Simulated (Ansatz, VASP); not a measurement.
NaCl in VASP and in Ansatz

File INCAR:

```
PREC = Accurate
ENCUT = 520
EDIFF = 1E-6
ISMEAR = -1
SIGMA = 0.05
LREAL = False
LASPH = True
NELM = 100
ALGO = Normal
ISIF = 2
LWAVE = False
LCHARG = False
GGA = PE
NBANDS = 14
```

Contents of KPOINTS:

```
regular mesh
0
Gamma
  8 8 8
```

File POSCAR:

```
NaCl
1.0
    0.0000000000      2.7940632177      2.7940632177
    2.7940632177      0.0000000000      2.7940632177
    2.7940632177      2.7940632177      0.0000000000
Cl Na
1 1
Direct
    0.4882060000      0.5126430000      0.5019320000
   -0.0041700000      0.0029950000     -0.0036060000
```

input.yaml

```yaml
crystal:
  lattice:
    - [0.0, 2.7940632177, 2.7940632177]
    - [2.7940632177, 0.0, 2.7940632177]
    - [2.7940632177, 2.7940632177, 0.0]
  atoms:
    - { symbol: Cl, position: [0.488206, 0.512643, 0.501932] }
    - { symbol: Na, position: [-0.00417, 0.002995, -0.003606] }
hamiltonian:
  xc: pbe
  pseudopotentials: { kind: paw, azcp: { folder: soft_1 } }
kpoints:
  mp_grid: { grid: [8, 8, 8] }
scf:
  occupations: { method: fermi_dirac, width: 0.05 }
output:
  forces: true
  stress: true
  eigenvalues: true
```

Change from the starting cell: atoms moved at random, drawn with an rms of 0.05 Å.

Alike in both runs: task single point; functional PBE; k mesh 8 × 8 × 8; occupations fermi-dirac, width 0.05 eV; no spin polarisation.

|  | VASP | Ansatz |
| --- | --- | --- |
| version | VASP 6.6.1 | Ansatz 0.2.0 |
| potentials or method | VASP PAW PBE potentials, release 64 (Cl, Na_pv) | Ansatz PAW soft_1 |
| plane-wave cutoff (eV) | 520 | 420 |
| valence electrons in the cell | 14 | 16 |

```csv
,VASP,Ansatz,Ansatz less VASP
gap on the k mesh at the Fermi level (eV),5.22,5.22,+0.001
least direct gap on the mesh (eV),5.22,5.22,+0.001
pressure (GPa),1.5,1.6,+0.02
largest component of the traceless stress (GPa),0.05,0.05,0.000
rms of the force components (eV/Å),0.040,0.039,-0.0004
```

Atom by atom the forces differ by 0.000 eV/Å (rms over components). The functional is the same, so the differences come from potentials, cutoffs and numerics. The two sets of potentials don't hold the same shells in valence.
